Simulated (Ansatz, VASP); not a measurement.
Al2Cu in VASP and in Ansatz

```xyz
3
Lattice="4.1212 0.0000 0.0000 0.0000 4.1212 0.0000 0.0000 0.0000 2.8847" Properties=species:S:1:pos:R:3 pbc="T T T"
Al    2.0699    0.0000    1.4424
Al   -0.1220    2.0606    1.4424
Cu    0.0478    0.0000    0.0000
```

Change from the starting cell: mode 4 frozen in at -0.122 Å and mode 9 at +0.000 Å (largest displacements).

Alike in both runs: task single point; functional PBE; k mesh 10 × 10 × 14; occupations gaussian, width 0.15 eV; no spin polarisation.

|  | VASP | Ansatz |
| --- | --- | --- |
| version | VASP 6.6.1 | Ansatz 0.2.0 |
| potentials or method | VASP PAW PBE potentials, release 64 (Al, Cu) | scalar-relativistic, plane waves, PAW |
| plane-wave cutoff (eV) | 520 | 520 |
| valence electrons in the cell | 17 | 25 |

```tsv
	VASP	Ansatz	Ansatz less VASP
gap on the k mesh at the Fermi level (eV)	none	none	-
pressure (GPa)	0.2	0.2	0.00
largest component of the traceless stress (GPa)	0.30	0.31	+0.006
rms of the force components (eV/Å)	0.104	0.106	+0.0015
```

Atom by atom the forces differ by 0.002 eV/Å (rms over components). A gap of «none» marks a metal or a gap that the smearing closes. With one functional, cell and mesh, what is left measures potentials, basis and numerics. The two sets of potentials don't hold the same shells in valence.
